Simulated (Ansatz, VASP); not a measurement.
BP: VASP beside Ansatz

```
B P
1.0
     0.00000    2.27415    2.24004
     2.27415    0.00000    2.24004
     2.27415    2.27415    0.00000
B P
1 1
Direct
  0.00000 0.00000 0.00000
  0.75000 0.75000 0.75000
```

Change from the starting cell: strain +0.000 along x and y, -0.015 along z, atoms carried along.

Alike in both runs: task single point; functional PBE; k mesh 10 × 10 × 10; occupations gaussian, width 0.05 eV; no spin polarisation.

|  | VASP | Ansatz |
| --- | --- | --- |
| version | VASP 6.6.1 | Ansatz 0.2.0 |
| potentials or method | VASP PAW PBE potentials, release 64 (B, P) | scalar-relativistic, plane waves, PAW |
| plane-wave cutoff (eV) | 520 | 420 |
| valence electrons in the cell | 8 | 8 |

```tsv
	VASP	Ansatz	Ansatz less VASP
gap on the k mesh at the Fermi level (eV)	1.00	1.00	+0.004
least direct gap on the mesh (eV)	3.26	3.26	+0.004
pressure (GPa)	2.3	2.5	+0.25
largest component of the traceless stress (GPa)	2.66	2.66	-0.004
```

A k mesh can miss the band edges.
